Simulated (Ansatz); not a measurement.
Crystal: W2C.

```xyz
3
Lattice="3.0700 0.0000 0.0000 -1.5350 2.6587 0.0000 0.0000 0.0000 4.6784" Properties=species:S:1:pos:R:3 pbc="T T T"
W     1.5350    0.8862    1.1868
W     0.0000    1.7725    3.4917
C     0.0000    0.0000    0.0000
```

The cell comes from a database or a generator and needn't be the stable form of this composition.

```yaml
Program: Ansatz 0.2.0
Task: relaxation of cell and atoms
Functional: PBEsol
Dispersion: D3(BJ)
Potentials_or_basis: Ansatz PAW
Cutoff: "420 eV (not typed: the program's choice for these potentials)"
k_mesh: 10 × 10 × 6
Occupations: fermi-dirac, width 0.05 eV
Spin: no spin polarisation
```

At the start: volume 12.73 Å³/atom.

Where does the relaxation end?

It ends after 9 steps and the volume is 12.07 Å³/atom (-5.1 %); space group P-3m1 (No. 164, to 0.05 Å).

Step by step:
| step | energy change (eV) | largest force (eV/Å) | volume (Å³) |
| --- | --- | --- | --- |
| 1 | 0.0000 | 0.1707 | 38.19 |
| 2 | -0.1027 | 0.1358 | 36.62 |
| 3 | -0.1083 | 0.0517 | 36.19 |
| 4 | -0.1084 | 0.0116 | 36.23 |
| 5 | -0.1085 | 0.0027 | 36.23 |
| 6 | -0.1085 | 0.0002 | 36.23 |
| 7 | -0.1065 | 0.0001 | 36.23 |
| 8 | -0.1065 | 0.0001 | 36.22 |
| 9 | -0.1065 | 0.0001 | 36.22 |

Final structure:
```
W C
1.0
     3.00273    0.00000    0.00000
    -1.50137    2.60044    0.00000
     0.00000    0.00000    4.63870
W C
2 1
Direct
  0.66667 0.33333 0.25622
  0.33333 0.66667 0.74378
  0.00000 0.00000 0.00000
```

Caveat: the plane-wave basis is chosen anew once the cell has moved, so the energies of steps on either side of that aren't comparable; pairwise dispersion overbinds metals, which lowers pressure and volume; the PAW data sets come from PBE, with cores solved anew for the run's functional, which leaves a small shift of forces and pressure.
